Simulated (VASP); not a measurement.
# ZrSe2 (P-3m1) in VASP: a series of runs

The runs below take ZrSe2 through relaxation of cell and atoms, with PBEsol.

All numbers are computed with VASP 6.6.1; they aren't measurements. Logs are shortened: lines on timing, memory, paths and dates and some standing lists are left out, and cuts for length are marked.

### Step 1. The structure

The structure is trigonal, space group P-3m1 (No. 164). The conventional cell has a = 3.798 Å, b = 3.798 Å, c = 6.192 Å, α = 90.00°, β = 90.00°, γ = 120.00°. Zr (site symmetry -3m) has 6 Se at 2.68 Å as nearest neighbours. Se (site symmetry 3m) is surrounded by 3 Zr at 2.68 Å.

### Step 2. Relaxation of cell and atoms, PBEsol

INCAR reads:

```
PREC = Accurate
ENCUT = 520
EDIFF = 1E-7
ISMEAR = 0
SIGMA = 0.02
LREAL = False
LASPH = True
NELM = 100
ALGO = Normal
ISIF = 3
LWAVE = False
LCHARG = False
GGA = PS
IBRION = 2
NSW = 80
EDIFFG = -0.002
```

KPOINTS reads:

```
Automatic mesh
0
Gamma
  9 9 6
```

POSCAR reads:

```
ZrSe2
1.0
    3.7980000000      0.0000000000      0.0000000000
   -1.8990000000      3.2891644800      0.0000000000
    0.0000000000      0.0000000000      6.1920000000
Zr Se
1 2
Direct
    0.0000000000      0.0000000000      0.0000000000
    0.3333333300      0.6666666700      0.2500000000
    0.6666666700      0.3333333300      0.7500000000
```

Potentials or basis: VASP PAW PBE potentials, release 64 (Zr_sv, Se).

Started as:

```console
cat potpaw_PBE.64/Zr_sv/POTCAR potpaw_PBE.64/Se/POTCAR > POTCAR
mpirun -np 1 vasp_std > vasp.out
```

OUTCAR:

```text
PREC = Accurate
   ENCUT = 520
   EDIFF = 1E-7
   ISMEAR = 0
   LREAL = False
   LASPH = True
   NELM = 100
   ISIF = 3
   GGA = PS
   IBRION = 2
   NSW = 80
   EDIFFG = -0.002

 ion  position               nearest neighbor table
   1  0.000  0.000  0.000-   2 2.68   3 2.68   2 2.68   3 2.68   3 2.68   2 2.68
   2  0.333  0.667  0.250-   1 2.68   1 2.68   1 2.68
   3  0.667  0.333  0.750-   1 2.68   1 2.68   1 2.68

  LATTYP: Found a hexagonal cell.
 ALAT       =     3.7980000000
 C/A-ratio  =     1.6303317536

  Lattice vectors:

 A1 = (   3.7980000000,   0.0000000000,   0.0000000000)
 A2 = (  -1.8990000000,   3.2891644800,   0.0000000000)
 A3 = (   0.0000000000,   0.0000000000,   6.1920000000)

Analysis of symmetry for initial positions (statically):
=====================================================================
 Subroutine PRICEL returns:
 Original cell was already a primitive cell.

 Routine SETGRP: Setting up the symmetry group for a
 hexagonal supercell.

 Subroutine GETGRP returns: Found 12 space group operations
 (whereof 12 operations were pure point group operations)
 out of a pool of 24 trial point group operations.

The static configuration has the point symmetry D_3d.

Analysis of symmetry for dynamics (positions and initial velocities):
=====================================================================
 Subroutine PRICEL returns:
 Original cell was already a primitive cell.

 Routine SETGRP: Setting up the symmetry group for a
 hexagonal supercell.

 Subroutine GETGRP returns: Found 12 space group operations
 (whereof 12 operations were pure point group operations)
 out of a pool of 24 trial point group operations.

The dynamic configuration has the point symmetry D_3d.

 Subroutine INISYM returns: Found 12 space group operations
 (whereof 12 operations are pure point group operations),
 and found     1 'primitive' translations

----------------------------------------------------------------------------------------

                                     Primitive cell

  volume of cell :      77.3520

  direct lattice vectors                    reciprocal lattice vectors
     3.798000000  0.000000000  0.000000000     0.263296472  0.152014289  0.000000000
    -1.899000000  3.289164480  0.000000000     0.000000000  0.304028578  0.000000000
     0.000000000  0.000000000  6.192000000     0.000000000  0.000000000  0.161498708

  length of vectors
[... 109 lines left out ...]
   GGA     = PS    functional components
   LHFCALC =     F    Hartree Fock is set to
   AEXX    =    0.0000 exact exchange contribution
   IVDW    =     0    specifies the selected vdW correction
   LEPSILON=     F    determine dielectric tensor
   LRPA    =     F    only Hartree local field effects (RPA)
 conjugate gradient relaxation of ions
 non-spin polarized calculation
 Gauss-broadening in eV      SIGMA  =   0.02
  energy-cutoff  :      520.00
  volume of cell :       77.35
 maximum number of plane-waves:      2100
   NGX = 15   NGY = 15   NGZ = 23

--------------------------------------- Ionic step        1  -------------------------------------------

 number of electron      24.0000002 magnetization

 Free energy of the ion-electron system (eV)
  ---------------------------------------------------
  ext. energy  EPLUGINS =         0.00000000
  ---------------------------------------------------
  free energy    TOTEN  =       -20.79334860 eV

  energy without entropy =      -20.79334860  energy(sigma->0) =      -20.79334860

------------------------ aborting loop because EDIFF is reached ----------------------------------------

  FORCE on cell =-STRESS in cart. coord.  units (eV):
  Direction    XX          YY          ZZ          XY          YZ          ZX
  --------------------------------------------------------------------------------------
  -------------------------------------------------------------------------------------
  Total       -0.8503272     -0.8503272      0.1667132      0.0000000      0.0000000      0.0000000
  in kB      -17.6126692    -17.6126692      3.4531003      0.0000000      0.0000000      0.0000000
  external PRESSURE =     -10.5907460 kB  Pullay stress =       0.0000000 kB
[... 92 lines left out ...]
  FREE ENERGIE OF THE ION-ELECTRON SYSTEM (eV)
  ---------------------------------------------------
  free  energy   TOTEN  =       -20.8051350257 eV

  energy  without entropy=      -20.8051350257  energy(sigma->0) =      -20.80513503

[... ionic steps 4 to 15 ...]

--------------------------------------- Ionic step       16  -------------------------------------------

 number of electron      23.9999999 magnetization

------------------------ aborting loop because EDIFF is reached ----------------------------------------
[... 69 lines left out ...]
--------------------------------------- Ionic step       18  -------------------------------------------

 number of electron      23.9999999 magnetization

 Free energy of the ion-electron system (eV)
  ---------------------------------------------------
  ext. energy  EPLUGINS =         0.00000000
  ---------------------------------------------------
  free energy    TOTEN  =       -20.81382245 eV

  energy without entropy =      -20.81382245  energy(sigma->0) =      -20.81382245

 E-fermi :   4.7048     XC(G=0):  -9.8651

 val. band max:        4.6371122972   @ k =   0.0000   0.0000   0.0000
 cond. band min:       4.7756384847   @ k =   0.4444   0.0000   0.5000
 fundamental gap:      0.1385261875
 Fermi energy:         4.7048393461

 k-point     1 :       0.0000    0.0000    0.0000
  band No.  band energies     occupation
      1     -44.7016      2.00000
      2     -22.7995      2.00000
      3     -22.6727      2.00000
      4     -22.6727      2.00000
      5      -8.7986      2.00000
      6      -7.4569      2.00000
[... 433 lines left out ...]
      3     -22.7654      2.00000
      4     -22.7110      2.00000
      5      -8.0833      2.00000
      6      -7.5100      2.00000
[... 8 lines left out ...]
     15       7.3704      0.00000
     16       8.2908      0.00000

 [... further k-points ...]

------------------------ aborting loop because EDIFF is reached ----------------------------------------

  FORCE on cell =-STRESS in cart. coord.  units (eV):
  Direction    XX          YY          ZZ          XY          YZ          ZX
  --------------------------------------------------------------------------------------
  -------------------------------------------------------------------------------------
  Total       -0.0007639     -0.0007639      0.0058854      0.0000000      0.0000000     -0.0000000
  in kB       -0.0165322     -0.0165322      0.1273738      0.0000000      0.0000000     -0.0000000
  external PRESSURE =       0.0314365 kB  Pullay stress =       0.0000000 kB
[... 18 lines left out ...]
  FREE ENERGIE OF THE ION-ELECTRON SYSTEM (eV)
  ---------------------------------------------------
  free  energy   TOTEN  =       -20.8138224540 eV

  energy  without entropy=      -20.8138224530  energy(sigma->0) =      -20.81382245

 reached required accuracy - stopping structural energy minimisation
```

OSZICAR:

```text
N       E                     dE             d eps       ncg     rms          rms(c)
DAV:   1     0.171573172963E+03    0.17157E+03   -0.11776E+04  1984   0.136E+03
DAV:   2    -0.127253108197E+02   -0.18430E+03   -0.18229E+03  2656   0.303E+02
DAV:   3    -0.222326737005E+02   -0.95074E+01   -0.94931E+01  3480   0.645E+01
[... 169 lines left out ...]
       N       E                     dE             d eps       ncg     rms          rms(c)
DAV:   1    -0.208138271592E+02   -0.50565E-05   -0.15399E-04  2192   0.112E-01    0.192E-02
DAV:   2    -0.208138233597E+02    0.37996E-05   -0.13353E-05  2112   0.338E-02    0.634E-03
DAV:   3    -0.208138225433E+02    0.81634E-06   -0.36831E-06  2904   0.127E-02    0.230E-03
DAV:   4    -0.208138224540E+02    0.89394E-07   -0.22169E-07  2112   0.303E-03
  18 F= -.20813822E+02 E0= -.20813822E+02  d E =-.395342E-06
```

It took 5.9 min on 1 thread of AMD EPYC 9R45 (Zen 5), shared host; peak memory 0.22 GiB.

Results:

```yaml
Free_energy: -20.8138 eV
Relaxed_volume: 24.68 Å³/atom
Relaxed_cell: a = 3.733 Å, b = 3.733 Å, c = 6.135 Å, α = 90.00°, β = 90.00°, γ = 120.00°
Space_group_after_relaxing_to_0.05_Å: P-3m1 (No. 164)
Energy_gained_by_relaxing: 6.8 meV/atom
Ionic_steps: 18
Pressure_after_relaxing: 0.0 GPa
Band_gap_on_the_k_mesh: 0.14 eV, indirect (least direct gap 1.01 eV)
```

The path:
```csv
step,energy change (eV),largest force (eV/Å),pressure (GPa),volume (Å³)
1,0.0000,0.1106,-1.06,77.35
2,-0.0117,0.2692,0.78,75.45
3,-0.0118,0.2587,0.66,75.57
4,-0.0175,0.0125,-0.14,75.70
5,-0.0176,0.0438,-0.04,75.69
6,-0.0179,0.0386,-0.08,75.62
7,-0.0188,0.0229,-0.19,75.42
8,-0.0195,0.0086,-0.41,75.02
9,-0.0196,0.0029,-0.36,74.93
10,-0.0200,0.0143,-0.21,74.66
11,-0.0201,0.0488,0.11,74.13
12,-0.0201,0.0391,0.02,74.28
13,-0.0202,0.0344,0.02,74.25
14,-0.0204,0.0203,0.01,74.15
15,-0.0205,0.0083,0.01,73.95
16,-0.0205,0.0008,0.01,74.01
17,-0.0205,0.0016,0.01,74.02
18,-0.0205,0.0002,0.00,74.03
```

Final structure:
```
CELL_PARAMETERS angstrom
3.73274 0.00000 0.00000
-1.86637 3.23265 0.00000
0.00000 0.00000 6.13510
ATOMIC_POSITIONS crystal
Zr 0.00000 0.00000 0.00000
Se 0.33333 0.66667 0.25887
Se 0.66667 0.33333 0.74113
```

Caveat: the PAW data sets were made with another functional, which shifts forces and pressure a little; an odd mesh through Γ misses points on the zone boundary, where band edges often lie; this functional lacks dispersion, which binds the layers, so the pressure and a relaxed spacing across them are unreliable.

### Step 3. Relaxation of cell and atoms, PBEsol

This run uses another cell than the first one, of 24.68 Å³/atom, 0.957 times its volume.

INCAR is that of step 2.

KPOINTS is that of step 2.

POSCAR reads:

```
ZrSe2                                   
1.0
    3.7327375238      0.0000000000      0.0000000000
   -1.8663687619      3.2326455179      0.0000000000
    0.0000000000     -0.0000000000      6.1351012476
  Zr              Se            
     1     2
Direct
     1.0000000000000000    0.0000000000000000    0.0000000000000000
     0.3333333300000021    0.6666666699999979    0.2588738620833332
     0.6666666699999979    0.3333333300000021    0.7411261379166668
```

Potentials or basis: VASP PAW PBE potentials, release 64 (Zr_sv, Se).

Started as:

```console
cat potpaw_PBE.64/Zr_sv/POTCAR potpaw_PBE.64/Se/POTCAR > POTCAR
mpirun -np 1 vasp_std > vasp.out
```

OUTCAR:

```text
PREC = Accurate
   ENCUT = 520
   EDIFF = 1E-7
   ISMEAR = 0
   LREAL = False
   LASPH = True
   NELM = 100
   ISIF = 3
   GGA = PS
   IBRION = 2
   NSW = 80
   EDIFFG = -0.002

 ion  position               nearest neighbor table
   1  0.000  0.000  0.000-   2 2.68   3 2.68   2 2.68   3 2.68   3 2.68   2 2.68
   2  0.333  0.667  0.259-   1 2.68   1 2.68   1 2.68
   3  0.667  0.333  0.741-   1 2.68   1 2.68   1 2.68

  LATTYP: Found a hexagonal cell.
 ALAT       =     3.7327375238
 C/A-ratio  =     1.6435929954

  Lattice vectors:

 A1 = (   3.7327375238,   0.0000000000,   0.0000000000)
 A2 = (  -1.8663687619,   3.2326455179,   0.0000000000)
 A3 = (   0.0000000000,   0.0000000000,   6.1351012476)

Analysis of symmetry for initial positions (statically):
=====================================================================
 Subroutine PRICEL returns:
 Original cell was already a primitive cell.

 Routine SETGRP: Setting up the symmetry group for a
 hexagonal supercell.

 Subroutine GETGRP returns: Found 12 space group operations
 (whereof 12 operations were pure point group operations)
 out of a pool of 24 trial point group operations.

The static configuration has the point symmetry D_3d.

Analysis of symmetry for dynamics (positions and initial velocities):
=====================================================================
 Subroutine PRICEL returns:
 Original cell was already a primitive cell.

 Routine SETGRP: Setting up the symmetry group for a
 hexagonal supercell.

 Subroutine GETGRP returns: Found 12 space group operations
 (whereof 12 operations were pure point group operations)
 out of a pool of 24 trial point group operations.

The dynamic configuration has the point symmetry D_3d.

 Subroutine INISYM returns: Found 12 space group operations
 (whereof 12 operations are pure point group operations),
 and found     1 'primitive' translations

[... 118 lines left out ...]
  Fermi-wavevector in a.u.,A,eV,Ry     =   1.124630  2.125242 17.208535  1.264792
  Thomas-Fermi vector in A             =   2.261302
   LORBIT       =      0    0 simple, 1 ext, 2 COOP (PROOUT), +10 PAW based schemes
   GGA     = PS    functional components
   LHFCALC =     F    Hartree Fock is set to
   AEXX    =    0.0000 exact exchange contribution
   IVDW    =     0    specifies the selected vdW correction
   LEPSILON=     F    determine dielectric tensor
   LRPA    =     F    only Hartree local field effects (RPA)
 conjugate gradient relaxation of ions
 non-spin polarized calculation
 Gauss-broadening in eV      SIGMA  =   0.02
  energy-cutoff  :      520.00
  volume of cell :       74.03
 maximum number of plane-waves:      2011
   NGX = 13   NGY = 13   NGZ = 23

 number of electron      23.9999999 magnetization

 Free energy of the ion-electron system (eV)
  ---------------------------------------------------
  ext. energy  EPLUGINS =         0.00000000
  ---------------------------------------------------
  free energy    TOTEN  =       -20.81324395 eV

  energy without entropy =      -20.81324395  energy(sigma->0) =      -20.81324395

 E-fermi :   4.7049     XC(G=0):  -9.8651

 val. band max:        4.6372103028   @ k =   0.0000   0.0000   0.0000
 cond. band min:       4.7756993889   @ k =   0.4444   0.0000   0.5000
 fundamental gap:      0.1384890861
 Fermi energy:         4.7049117297

 k-point     1 :       0.0000    0.0000    0.0000
  band No.  band energies     occupation
      1     -44.7014      2.00000
      2     -22.7994      2.00000
      3     -22.6725      2.00000
      4     -22.6725      2.00000
      5      -8.7985      2.00000
      6      -7.4568      2.00000
[... 433 lines left out ...]
      3     -22.7653      2.00000
      4     -22.7108      2.00000
      5      -8.0831      2.00000
      6      -7.5099      2.00000
[... 8 lines left out ...]
     15       7.3705      0.00000
     16       8.2909      0.00000

 [... further k-points ...]

------------------------ aborting loop because EDIFF is reached ----------------------------------------

  FORCE on cell =-STRESS in cart. coord.  units (eV):
  Direction    XX          YY          ZZ          XY          YZ          ZX
  --------------------------------------------------------------------------------------
  -------------------------------------------------------------------------------------
  Total       -0.0029971     -0.0029971      0.0030295      0.0000000      0.0000000     -0.0000000
  in kB       -0.0648644     -0.0648644      0.0655643      0.0000000      0.0000000     -0.0000000
  external PRESSURE =      -0.0213882 kB  Pullay stress =       0.0000000 kB

 VOLUME and BASIS-vectors are now :
 -----------------------------------------------------------------------------
  energy-cutoff  :      520.00
  volume of cell :       74.03
      direct lattice vectors                 reciprocal lattice vectors
     3.732737524  0.000000000  0.000000000     0.267899897  0.154672078  0.000000000
    -1.866368762  3.232645518  0.000000000     0.000000000  0.309344156  0.000000000
     0.000000000  0.000000000  6.135101248     0.000000000  0.000000000  0.162996495

 POSITION                                       TOTAL-FORCE (eV/Angst)
 -----------------------------------------------------------------------------------
      0.00000      0.00000      0.00000         0.000000      0.000000      0.000000
     -0.00000      2.15510      1.58822         0.000000      0.000000     -0.000112
      1.86637      1.07755      4.54688        -0.000000      0.000000      0.000112
 -----------------------------------------------------------------------------------
    total drift:                               -0.000000     -0.000000      0.000000

  FREE ENERGIE OF THE ION-ELECTRON SYSTEM (eV)
  ---------------------------------------------------
  free  energy   TOTEN  =       -20.8132439529 eV

  energy  without entropy=      -20.8132439519  energy(sigma->0) =      -20.81324395

 reached required accuracy - stopping structural energy minimisation
```

Wall time 30 s (1 thread of AMD EPYC 9R45 (Zen 5), shared host); peak memory 0.2 GiB.

What came out:

* Free energy: -20.8132 eV
* Pressure after relaxing: 0.0 GPa
* Band gap on the k mesh: 0.14 eV, indirect (least direct gap 1.01 eV)

Final structure:
```xyz
3
Lattice="3.7327 0.0000 0.0000 -1.8664 3.2326 0.0000 0.0000 0.0000 6.1351" Properties=species:S:1:pos:R:3 pbc="T T T"
Zr    0.0000    0.0000    0.0000
Se    0.0000    2.1551    1.5882
Se    1.8664    1.0775    4.5469
```

Caveat: the relaxation stopped at its first step, so nothing moved; the PAW data sets were made with another functional, which shifts forces and pressure a little; an odd mesh through Γ misses points on the zone boundary, where band edges often lie; this functional lacks dispersion, which binds the layers, so the pressure and a relaxed spacing across them are unreliable.
